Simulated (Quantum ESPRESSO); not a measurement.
# ZnS (F-43m) in Quantum ESPRESSO: further runs

Aim: see how the results for ZnS move with the level of theory and the settings. Levels: BLYP, AM05. Tasks: dielectric tensor.

Everything below comes from runs of Quantum ESPRESSO 7.5. Logs are shortened: lines on timing, memory, paths and dates and some standing lists are left out, and cuts for length are marked.

**The experiment to reproduce.**

A printed reference work, monograph reports, for a bulk crystal of ZnS: high-frequency dielectric constant 5.14.

The runs below are set against these values where they give the same quantity.

**1. The crystal as given**

The structure is cubic, space group F-43m (No. 216). Conventional cell: a = 5.404 Å, b = 5.404 Å, c = 5.404 Å, α = 90.00°, β = 90.00°, γ = 90.00°. Around Zn (site symmetry -43m) lie 4 S at 2.34 Å. S (site symmetry -43m) has 4 Zn at 2.34 Å as nearest neighbours.

**2. Dielectric tensor, BLYP**

Input file pw.in:

```
&CONTROL
  calculation = 'scf'
  prefix = 'pwscf'
  outdir = './tmp'
  pseudo_dir = './pseudo'
  tprnfor = .true.
  tstress = .true.
  disk_io = 'low'
/
&SYSTEM
  ibrav = 0
  A = 3.82120505
  nat = 2
  ntyp = 2
  ecutwfc = 70
  nbnd = 20
  input_dft = 'blyp'
  occupations = 'smearing'
  smearing = 'fd'
  degauss = 0.00367493
/
&ELECTRONS
  conv_thr = 4d-10
  electron_maxstep = 120
  mixing_beta = 0.5
/
ATOMIC_SPECIES
Zn    65.3800 Zn_ONCV_PBE-1.2.upf
S     32.0600 S_ONCV_PBE-1.2.upf
CELL_PARAMETERS alat
   0.0000000000    0.7071067804    0.7071067804
   0.7071067804    0.0000000000    0.7071067804
   0.7071067804    0.7071067804    0.0000000000
ATOMIC_POSITIONS alat
Zn     1.0606601705    1.0606601705    1.0606601705
S      0.0000000000    0.0000000000    0.0000000000
K_POINTS automatic
6 6 6 1 1 1
```

Input file scf2.in:

```
&CONTROL
  calculation = 'scf'
  prefix = 'pwscf'
  outdir = './tmp'
  pseudo_dir = './pseudo'
  tprnfor = .true.
  tstress = .true.
  disk_io = 'low'
/
&SYSTEM
  ibrav = 0
  A = 3.82120505
  nat = 2
  ntyp = 2
  ecutwfc = 70
  nbnd = 20
  input_dft = 'blyp'
  occupations = 'fixed'
/
&ELECTRONS
  conv_thr = 1d-13
  electron_maxstep = 120
  mixing_beta = 0.5
  startingpot = 'file'
  startingwfc = 'file'
/
ATOMIC_SPECIES
Zn    65.3800 Zn_ONCV_PBE-1.2.upf
S     32.0600 S_ONCV_PBE-1.2.upf
CELL_PARAMETERS alat
   0.0000000000    0.7071067804    0.7071067804
   0.7071067804    0.0000000000    0.7071067804
   0.7071067804    0.7071067804    0.0000000000
ATOMIC_POSITIONS alat
Zn     1.0606601705    1.0606601705    1.0606601705
S      0.0000000000    0.0000000000    0.0000000000
K_POINTS automatic
6 6 6 1 1 1
```

Input file ph.in:

```
dielectric of ZnS
&INPUTPH
  prefix = 'pwscf'
  outdir = './tmp'
  tr2_ph = 1d-18
  fildyn = 'dyn'
  niter_ph = 90
  alpha_mix(1) = 0.7
  epsil = .true.
  trans = .false.
  zeu = .true.
/
0.0000000000 0.0000000000 0.0000000000
```

Potentials or basis: SG15 PBE 1.2.

Launch:

```bash
> OMP_NUM_THREADS=1 pw.x -in pw.in > pw.out
> OMP_NUM_THREADS=1 pw.x -in scf2.in > scf2.out
> OMP_NUM_THREADS=1 ph.x -in ph.in > ph.out
```

pw.out:

```text
This program is part of the open-source Quantum ESPRESSO suite
     for quantum simulation of materials; please cite
         "P. Giannozzi et al., J. Phys.:Condens. Matter 21 395502 (2009);
         "P. Giannozzi et al., J. Phys.:Condens. Matter 29 465901 (2017);
         "P. Giannozzi et al., J. Chem. Phys. 152 154105 (2020);
     in publications or presentations arising from this work. More details at

     IMPORTANT: XC functional enforced from input :
     Exchange-correlation= BLYP
                           (   1   3   1   3   0   0   0)
     Any further DFT definition will be discarded
     Please, verify this is what you really want

     Message from routine setup:
     using ibrav=0 with symmetry is DISCOURAGED, use correct ibrav instead

     G-vector sticks info
     --------------------
     sticks:   dense  smooth     PW     G-vecs:    dense   smooth      PW
     Sum        1015    1015    313                20995    20995    3527

     Using Slab Decomposition

     bravais-lattice index     =            0
     lattice parameter (alat)  =       7.2210  a.u.
     unit-cell volume          =     266.2457 (a.u.)^3
     number of atoms/cell      =            2
     number of atomic types    =            2
     number of electrons       =        26.00
     number of Kohn-Sham states=           20
     kinetic-energy cutoff     =      70.0000  Ry
     charge density cutoff     =     280.0000  Ry
     scf convergence threshold =      4.0E-10
     mixing beta               =       0.5000
     number of iterations used =            8  plain     mixing
     Exchange-correlation= BLYP
                           (   1   3   1   3   0   0   0)

     celldm(1)=   7.221031  celldm(2)=   0.000000  celldm(3)=   0.000000
     celldm(4)=   0.000000  celldm(5)=   0.000000  celldm(6)=   0.000000

     crystal axes: (cart. coord. in units of alat)
               a(1) = (   0.000000   0.707107   0.707107 )
               a(2) = (   0.707107   0.000000   0.707107 )
               a(3) = (   0.707107   0.707107   0.000000 )

     reciprocal axes: (cart. coord. in units 2 pi/alat)
               b(1) = ( -0.707107  0.707107  0.707107 )
               b(2) = (  0.707107 -0.707107  0.707107 )
               b(3) = (  0.707107  0.707107 -0.707107 )

     PseudoPot. # 1 for Zn read from file:
     Zn_ONCV_PBE-1.2.upf
     Pseudo is Norm-conserving, Zval = 20.0
     Generated using ONCVPSP code by D. R. Hamann
     Using radial grid of  602 points,  6 beta functions with:
                l(1) =   0
                l(2) =   0
                l(3) =   1
                l(4) =   1
                l(5) =   2
                l(6) =   2

     PseudoPot. # 2 for S  read from file:
     S_ONCV_PBE-1.2.upf
     Pseudo is Norm-conserving, Zval =  6.0
     Generated using ONCVPSP code by D. R. Hamann
     Using radial grid of  602 points,  4 beta functions with:
                l(1) =   0
                l(2) =   0
                l(3) =   1
                l(4) =   1

     atomic species   valence    mass     pseudopotential
     Zn               20.00    65.38000     Zn( 1.00)
     S                 6.00    32.06000     S ( 1.00)

     24 Sym. Ops. (no inversion) found

   Cartesian axes

     site n.     atom                  positions (alat units)
         1        Zn     tau(   1) = (   1.0606602   1.0606602   1.0606602  )
         2        S      tau(   2) = (   0.0000000   0.0000000   0.0000000  )

     number of k points=    28  Fermi-Dirac smearing, width (Ry)=  0.0037
                       cart. coord. in units 2pi/alat
        k(    1) = (   0.0589256   0.0589256   0.0589256), wk =   0.0185185
        k(    2) = (   0.1767767   0.1767767  -0.0589256), wk =   0.0555556
        k(    3) = (   0.2946278   0.2946278  -0.1767767), wk =   0.0555556
        k(    4) = (  -0.2946278  -0.2946278   0.4124790), wk =   0.0555556
        k(    5) = (  -0.1767767  -0.1767767   0.2946278), wk =   0.0555556
        k(    6) = (  -0.0589256  -0.0589256   0.1767767), wk =   0.0555556
[... 20 lines left out ...]
        k(   27) = (   0.2946278   0.2946278   0.2946278), wk =   0.0185185
        k(   28) = (  -0.2946278  -0.2946278   0.8838835), wk =   0.0555556

     Dense  grid:    20995 G-vectors     FFT dimensions: (  40,  40,  40)

     Initial potential from superposition of free atoms

     starting charge      25.9670, renormalised to      26.0000
     Starting wfcs are random

     Self-consistent Calculation

     iteration #  1     ecut=    70.00 Ry     beta= 0.50
     Davidson diagonalization with overlap
     ethr =  1.00E-02,  avg # of iterations = 11.4

     Threshold (ethr) on eigenvalues was too large:
     Diagonalizing with lowered threshold

     Davidson diagonalization with overlap
     ethr =  5.49E-04,  avg # of iterations =  1.6

     total energy              =    -420.51308734 Ry
     estimated scf accuracy    <       0.13665014 Ry

     iteration #  2     ecut=    70.00 Ry     beta= 0.50
     Davidson diagonalization with overlap
     ethr =  5.26E-04,  avg # of iterations =  2.2
[... 50 lines left out ...]
     total energy              =    -420.55403221 Ry
     estimated scf accuracy    <          1.4E-09 Ry

     iteration # 10     ecut=    70.00 Ry     beta= 0.50
     Davidson diagonalization with overlap
     ethr =  5.38E-12,  avg # of iterations =  2.0

     End of self-consistent calculation

          k = 0.0589 0.0589 0.0589 (  2682 PWs)   bands (ev):

  -116.7959 -71.2911 -71.2911 -71.2911  -5.2393   1.4640   1.4728   1.4728
     1.9490   1.9490   7.2626   7.7808   7.7808  10.4140  14.2356  14.4220
    14.4220  19.4009  19.4009  20.2912

          k = 0.1768 0.1768-0.0589 (  2638 PWs)   bands (ev):

  -116.7959 -71.2911 -71.2911 -71.2911  -4.9856   1.4823   1.5115   1.5273
     1.9370   1.9602   5.7175   7.1148   7.6157  11.4781  14.1682  14.7572
    15.1137  18.3268  19.3100  21.2431

          k = 0.2946 0.2946-0.1768 (  2633 PWs)   bands (ev):

  -116.7959 -71.2912 -71.2911 -71.2911  -4.5416   1.5696   1.5706   1.7140
     1.9525   1.9842   3.6915   6.6816   7.1634  11.6152  14.8140  15.0337
    15.9465  19.1800  20.2683  20.8824

          k =-0.2946-0.2946 0.4125 (  2626 PWs)   bands (ev):

  -116.7959 -71.2912 -71.2911 -71.2911  -4.3666   1.5770   1.5911   1.9439
     1.9811   2.1292   2.7512   6.6847   6.8853  11.5297  14.5808  15.1065
    16.8364  20.1440  21.1850  21.3163
[... 13 lines left out ...]
          k = 0.2946 0.0589 0.0589 (  2640 PWs)   bands (ev):

  -116.7959 -71.2911 -71.2911 -71.2911  -4.8647   1.4434   1.5670   1.5685
     1.9199   1.9762   5.5374   6.9258   6.9458  12.0980  13.0725  15.6188
    15.7897  17.3657  20.1584  22.4751

          k = 0.4125 0.1768-0.0589 (  2631 PWs)   bands (ev):

  -116.7959 -71.2911 -71.2911 -71.2911  -4.4982   1.5118   1.6276   1.6774
     1.9490   1.9955   4.2691   6.0023   6.6100  12.5741  13.3578  15.3073
    16.6900  18.4022  21.2314  22.7899

          k =-0.1768-0.4125 0.5303 (  2632 PWs)   bands (ev):

  -116.7959 -71.2912 -71.2911 -71.2911  -4.2359   1.5861   1.6539   1.8820
     1.9720   2.2018   3.0559   5.5277   6.3992  12.5932  14.0473  15.7940
    16.8828  19.1277  21.3556  22.2655

          k =-0.0589-0.2946 0.4125 (  2636 PWs)   bands (ev):

  -116.7959 -71.2912 -71.2911 -71.2911  -4.3872   1.5907   1.6121   1.7666
     1.9517   2.0175   3.7798   5.5338   6.7759  12.7603  14.2326  15.0253
    16.4575  18.5865  21.3648  22.3704

          k = 0.0589-0.1768 0.2946 (  2642 PWs)   bands (ev):

  -116.7959 -71.2911 -71.2911 -71.2911  -4.7668   1.4960   1.5663   1.5787
     1.9296   1.9767   4.9489   6.5695   7.2428  12.1078  13.8199  15.2229
    15.5578  17.9756  20.1113  21.8579

          k = 0.5303 0.0589 0.0589 (  2634 PWs)   bands (ev):

  -116.7959 -71.2912 -71.2911 -71.2911  -4.2781   1.4630   1.7313   1.7382
     2.0074   2.0098   3.9080   5.8021   5.9731  11.8863  12.4307  17.2114
    18.0643  18.9224  21.3831  23.5830

          k =-0.0589-0.5303 0.6482 (  2628 PWs)   bands (ev):

  -116.7959 -71.2912 -71.2911 -71.2911  -4.0991   1.5336   1.7546   1.8164
     1.9959   2.2313   3.3292   5.1924   5.7103  12.1967  13.0025  17.1162
    18.1967  19.5475  21.6318  22.5564

          k = 0.0589-0.4125 0.5303 (  2624 PWs)   bands (ev):

  -116.7959 -71.2912 -71.2911 -71.2911  -4.1556   1.5890   1.6932   1.8974
     1.9536   2.2484   3.2281   4.9068   6.1897  12.6912  14.3157  15.9501
    17.3958  18.4783  20.3984  23.5677

          k = 0.1768-0.2946 0.4125 (  2632 PWs)   bands (ev):

  -116.7959 -71.2912 -71.2911 -71.2911  -4.3769   1.5781   1.6077   1.8470
     1.9730   2.0365   3.2298   6.1884   6.8066  12.0874  14.3004  15.4538
    16.3526  19.5261  21.1264  21.7766

          k =-0.6482 0.0589 0.0589 (  2628 PWs)   bands (ev):

  -116.7959 -71.2912 -71.2911 -71.2911  -4.1021   1.4754   1.7860   1.7935
     2.0169   2.1585   3.3676   5.5178   5.7385  11.6365  12.2338  18.2984
    19.1298  19.6606  21.6113  22.5757

          k =-0.5303 0.1768-0.0589 (  2633 PWs)   bands (ev):

  -116.7959 -71.2912 -71.2911 -71.2911  -4.2498   1.5283   1.6968   1.7693
     1.9963   2.0640   3.7102   5.5102   6.0288  12.4186  13.1332  15.9925
    17.8710  19.0805  21.9419  22.5050

          k =-0.4125 0.0589 0.0589 (  2635 PWs)   bands (ev):

  -116.7959 -71.2911 -71.2911 -71.2911  -4.5629   1.4461   1.6486   1.6536
     1.9278   1.9951   4.6733   6.3139   6.3960  12.3120  12.6308  16.2203
    16.8712  17.8304  20.7801  23.7527

          k = 0.1768 0.1768 0.1768 (  2644 PWs)   bands (ev):

  -116.7959 -71.2911 -71.2911 -71.2911  -4.8775   1.5217   1.5294   1.5294
     1.9516   1.9516   5.0282   7.3850   7.3850  11.3201  14.8661  14.9274
    14.9274  18.9571  18.9571  20.2768
[... 31 lines left out ...]
          k =-0.0589-0.2946 0.6482 (  2637 PWs)   bands (ev):

  -116.7959 -71.2912 -71.2911 -71.2911  -4.0961   1.5943   1.7243   1.8745
     1.9469   2.3053   3.2739   4.9878   5.5841  13.2010  13.8662  15.7626
    17.0489  19.5382  21.7600  22.4646

          k =-0.7660 0.1768 0.1768 (  2623 PWs)   bands (ev):

  -116.7959 -71.2912 -71.2911 -71.2911  -4.1185   1.5572   1.7341   1.8442
     1.9860   2.2717   3.2441   4.8901   6.0909  12.1251  13.8721  17.0619
    17.5283  18.8139  20.5768  23.3863

          k = 0.2946 0.2946 0.2946 (  2617 PWs)   bands (ev):

  -116.7959 -71.2912 -71.2911 -71.2911  -4.4565   1.5720   1.5720   1.8855
     1.9741   1.9741   3.1040   7.0403   7.0403  11.2081  14.9056  14.9056
    16.5696  19.9696  20.5635  20.5635

          k =-0.2946-0.2946 0.8839 (  2620 PWs)   bands (ev):

  -116.7959 -71.2912 -71.2911 -71.2911  -4.2974   1.5829   1.6250   1.9170
     1.9690   2.1633   2.9213   5.8840   6.7430  12.2026  14.2754  15.6108
    16.6883  20.0751  20.2190  21.9290

     the Fermi energy is     8.7708 ev

!    total energy              =    -420.55403221 Ry
     estimated scf accuracy    <          1.6E-10 Ry
     smearing contrib. (-TS)   =      -0.00000000 Ry
     internal energy E=F+TS    =    -420.55403221 Ry

     The total energy is F=E-TS. E is the sum of the following terms:
     one-electron contribution =    -337.99790709 Ry
     hartree contribution      =     172.70904365 Ry
     xc contribution           =     -40.66985598 Ry
     ewald contribution        =    -214.59531279 Ry

     convergence has been achieved in  10 iterations

     Forces acting on atoms (cartesian axes, Ry/au):

     atom    1 type  1   force =     0.00000000   -0.00000000    0.00000000
     atom    2 type  2   force =     0.00000000    0.00000000   -0.00000000

     Total force =     0.000000     Total SCF correction =     0.000000

     Computing stress (Cartesian axis) and pressure

          total   stress  (Ry/bohr**3)                   (kbar)     P=       47.12
   0.00032029   0.00000000   0.00000000           47.12        0.00        0.00
   0.00000000   0.00032029   0.00000000            0.00       47.12        0.00
   0.00000000   0.00000000   0.00032029            0.00        0.00       47.12

=------------------------------------------------------------------------------=
   JOB DONE.
=------------------------------------------------------------------------------=
```

Run time: 4.2 min. Hardware: 1 thread of Intel Xeon Platinum 8488C (Sapphire Rapids), shared host; peak memory 0.07 GiB.

What came out:

| Quantity | Value |
| --- | --- |
| Free energy | -5721.9291 eV |
| Pressure | 4.7 GPa |
| Electronic dielectric tensor (diagonal) | 5.89 |
| Born charges (mean of the diagonal) | Zn +2.02; S -2.02 e |

Levels at points of the mesh, in eV from the valence-band top:
| k point | band 9 | band 10 | band 11 | band 12 | band 13 | band 14 | band 15 | band 16 | band 17 | band 18 |
| --- | --- | --- | --- | --- | --- | --- | --- | --- | --- | --- |
| (0.08, 0.08, 0.08) | -5.83 | -5.83 | -0.52 | 0.00 | 0.00 | 2.63 | 6.45 | 6.64 | 6.64 | 11.62 |

Electronic dielectric tensor:
```
5.89 0.00 0.00
0.00 5.89 0.00
0.00 0.00 5.89
```

Born effective charge tensors (e):
atom 1, Zn
```
2.02 0.00 0.00
0.00 2.02 0.00
0.00 0.00 2.02
```
atom 2, S
```
-2.02  0.00  0.00
 0.00 -2.02  0.00
 0.00  0.00 -2.02
```

Caveat: the potentials were made for another functional, which shifts forces and pressure; the cell is more than 3 GPa from zero pressure, which shifts response properties.

**3. Dielectric tensor, AM05**

pw.in, as its differences from that of step 2:

```diff
@@ -16,3 +16,3 @@
   nbnd = 20
-  input_dft = 'blyp'
+  input_dft = 'XC-000I-000I-120L-135L-000I-000I'
   occupations = 'smearing'
```

scf2.in, as its differences from that of step 2:

```diff
@@ -16,3 +16,3 @@
   nbnd = 20
-  input_dft = 'blyp'
+  input_dft = 'XC-000I-000I-120L-135L-000I-000I'
   occupations = 'fixed'
```

ph.in is that of step 2.

Potentials or basis: SG15 PBE 1.2.

Launch:

```bash
> OMP_NUM_THREADS=1 pw.x -in pw.in > pw.out
> OMP_NUM_THREADS=1 pw.x -in scf2.in > scf2.out
> OMP_NUM_THREADS=1 ph.x -in ph.in > ph.out
```

pw.out:

```text
This program is part of the open-source Quantum ESPRESSO suite
     for quantum simulation of materials; please cite
         "P. Giannozzi et al., J. Phys.:Condens. Matter 21 395502 (2009);
         "P. Giannozzi et al., J. Phys.:Condens. Matter 29 465901 (2017);
         "P. Giannozzi et al., J. Chem. Phys. 152 154105 (2020);
     in publications or presentations arising from this work. More details at

     IMPORTANT: XC functional enforced from input :
     Exchange-correlation= XC-000I-000I-120L-135L-000I-000I
                           (   0   0 120 135   0   0   0)
     Any further DFT definition will be discarded
     Please, verify this is what you really want

     Message from routine setup:
     using ibrav=0 with symmetry is DISCOURAGED, use correct ibrav instead

     G-vector sticks info
     --------------------
     sticks:   dense  smooth     PW     G-vecs:    dense   smooth      PW
     Sum        1015    1015    313                20995    20995    3527

[... 295 lines left out ...]
     1.8101   1.8652   3.3661   5.1291   5.6654  11.9241  12.6988  15.5142
    17.4412  18.6564  21.4982  22.0546

          k =-0.4125 0.0589 0.0589 (  2635 PWs)   bands (ev):
[... 61 lines left out ...]
  -117.5149 -71.4408 -71.4407 -71.4407  -4.5860   1.3642   1.4137   1.7118
     1.7814   1.9589   2.5179   5.5207   6.4074  11.7940  13.7694  15.1438
    16.2476  19.6020  19.7279  21.3425

     the Fermi energy is     8.7368 ev

!    total energy              =    -420.24376225 Ry
     estimated scf accuracy    <          1.4E-10 Ry
     smearing contrib. (-TS)   =      -0.00000000 Ry
     internal energy E=F+TS    =    -420.24376225 Ry

     The total energy is F=E-TS. E is the sum of the following terms:
     one-electron contribution =    -337.50823793 Ry
     hartree contribution      =     172.11668644 Ry
     xc contribution           =     -40.25689797 Ry
     ewald contribution        =    -214.59531279 Ry

     convergence has been achieved in  11 iterations

     Forces acting on atoms (cartesian axes, Ry/au):

     atom    1 type  1   force =    -0.00000000   -0.00000000    0.00000000
     atom    2 type  2   force =     0.00000000   -0.00000000    0.00000000

     Total force =     0.000000     Total SCF correction =     0.000000

     Computing stress (Cartesian axis) and pressure

          total   stress  (Ry/bohr**3)                   (kbar)     P=      -13.10
  -0.00008904  -0.00000000  -0.00000000          -13.10       -0.00       -0.00
  -0.00000000  -0.00008904   0.00000000           -0.00      -13.10        0.00
  -0.00000000   0.00000000  -0.00008904           -0.00        0.00      -13.10

=------------------------------------------------------------------------------=
   JOB DONE.
=------------------------------------------------------------------------------=
```

scf2.out:

```text
This program is part of the open-source Quantum ESPRESSO suite
     for quantum simulation of materials; please cite
         "P. Giannozzi et al., J. Phys.:Condens. Matter 21 395502 (2009);
         "P. Giannozzi et al., J. Phys.:Condens. Matter 29 465901 (2017);
         "P. Giannozzi et al., J. Chem. Phys. 152 154105 (2020);
[... 354 lines left out ...]
  -0.00000000  -0.00008941   0.00000000           -0.00      -13.15        0.00
  -0.00000000   0.00000000  -0.00008941           -0.00        0.00      -13.15

=------------------------------------------------------------------------------=
   JOB DONE.
=------------------------------------------------------------------------------=
```

Run time: 4.4 min. Hardware: 1 thread of Intel Xeon Platinum 8488C (Sapphire Rapids), shared host; peak memory 0.08 GiB.

What came out:

```yaml
Free_energy: -5717.7077 eV
Pressure: -1.3 GPa
Electronic_dielectric_tensor_diagonal: 6.12
Born_charges_mean_of_the_diagonal: Zn +1.99; S -1.99 e
```

Levels at points of the mesh, in eV from the valence-band top:
```csv
k point,band 10,band 11,band 12,band 13,band 14,band 15,band 16,band 17
"(0.08, 0.08, 0.08)",-5.72,-0.53,0.00,0.00,2.56,6.28,6.48,6.48
```

Electronic dielectric tensor:
```
6.12 0.00 0.00
0.00 6.12 0.00
0.00 0.00 6.12
```

Born effective charge tensors (e):
atom 1, Zn
```
1.99 0.00 0.00
0.00 1.99 0.00
0.00 0.00 1.99
```
atom 2, S
```
-1.99  0.00  0.00
 0.00 -1.99  0.00
 0.00  0.00 -1.99
```

Caveat: the potentials were made for another functional, which shifts forces and pressure.

**4. Comparison with measurements**

Step 2. Measured high-frequency dielectric constant of ZnS: 5.14 (a printed reference work, monograph). This calculation gives 5.89 (+14.6 %).

Step 3. Against the measured high-frequency dielectric constant of ZnS, 5.14 (a printed reference work, monograph), the calculated 6.12 is off by +19.1 %.
